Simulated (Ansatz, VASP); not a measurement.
CuO in VASP and in Ansatz

INCAR

```
SYSTEM = CuO
PREC     = Accurate       ! precision mode
ENCUT    = 520            ! plane-wave cutoff, eV
EDIFF    = 1E-7           ! SCF threshold, eV
ISMEAR   = -1             ! smearing method
SIGMA    = 0.05           ! smearing width, eV
LREAL    = .False.        ! projectors in reciprocal space
LASPH    = .True.         ! aspherical terms in the spheres
NELM     = 80             ! most SCF steps
ALGO     = Normal         ! electronic algorithm
ISIF     = 2              ! what is computed and relaxed
LWAVE    = .False.        ! write WAVECAR
LCHARG   = .False.        ! write CHGCAR
GGA      = PS             ! functional
NBANDS   = 25             ! bands
```

Contents of KPOINTS:

```
regular mesh
0
Gamma
  9 9 5
  0 0 0
```

File POSCAR:

```
CuO
1.0
    2.8795009639      0.0000000000      0.0000000000
    0.0390727580      2.8792794796      0.0000000000
    0.0174953863      0.0172449008      5.1763391994
Cu O
2 2
Direct
    0.0000000000      0.5000000000      0.0000000000
    0.5000000000      0.0000000000      0.5000000000
    0.9984239700      0.0016717800      0.7498871000
    0.0015760300      0.9983282200      0.2501129000
```

Contents of input.yaml:

```yaml
crystal:
  lattice:
    - [2.8795009639, 0.0, 0.0]
    - [0.039072758, 2.8792794796, 0.0]
    - [0.0174953863, 0.0172449008, 5.1763391994]
  atoms:
    - { symbol: Cu, position: [0.0, 0.5, 0.0] }
    - { symbol: Cu, position: [0.5, 0.0, 0.5] }
    - { symbol: O, position: [0.99842397, 0.00167178, 0.7498871] }
    - { symbol: O, position: [0.00157603, 0.99832822, 0.2501129] }
hamiltonian:
  xc: pbesol
  pseudopotentials: { kind: paw }
kpoints:
  mp_grid: { grid: [9, 9, 5] }
scf:
  occupations: { method: fermi_dirac, width: 0.05 }
output:
  forces: true
  stress: true
  eigenvalues: true
```

The cell comes from a database or a generator and needn't be the stable form of this composition.

Alike in both runs: task single point; functional PBEsol; k mesh 9 × 9 × 5; occupations fermi-dirac, width 0.05 eV; no spin polarisation.

|  | VASP | Ansatz |
| --- | --- | --- |
| version | VASP 6.6.1 | Ansatz 0.2.0 |
| potentials or method | VASP PAW PBE potentials, release 64 (Cu, O) | Ansatz PAW |
| plane-wave cutoff (eV) | 520 | 420 |
| valence electrons in the cell | 34 | 50 |

Ansatz gave:

```
gap on the k mesh at the Fermi level (eV)       : none
pressure (GPa)                                  : -2.0
largest component of the traceless stress (GPa) : 2.63
rms of the force components (eV/Å)              : 0.005
```

Problem. What did VASP give for the same quantities?

Solution. gap on the k mesh at the Fermi level (eV): none; pressure (GPa): -1.3; largest component of the traceless stress (GPa): 2.31; rms of the force components (eV/Å): 0.005.

Atom by atom the forces differ by 0.000 eV/Å (rms over components). A gap of «none» marks a metal or a gap that the smearing closes. The functional is the same, so the differences come from potentials, cutoffs and numerics. The two sets of potentials don't hold the same shells in valence.

Caveats: the run has no spin polarisation, though such a crystal can be magnetic; semilocal functionals often make such compounds metallic where correlation or magnetic order opens a gap, which also shifts bond lengths; the PAW data sets were made with another functional, which shifts forces and pressure a little (VASP); the pressure holds a Pulay correction of +0.7 GPa for the finite cutoff (Ansatz); the PAW data sets come from PBE, with cores solved anew for the run's functional, which leaves a small shift of forces and pressure (Ansatz).
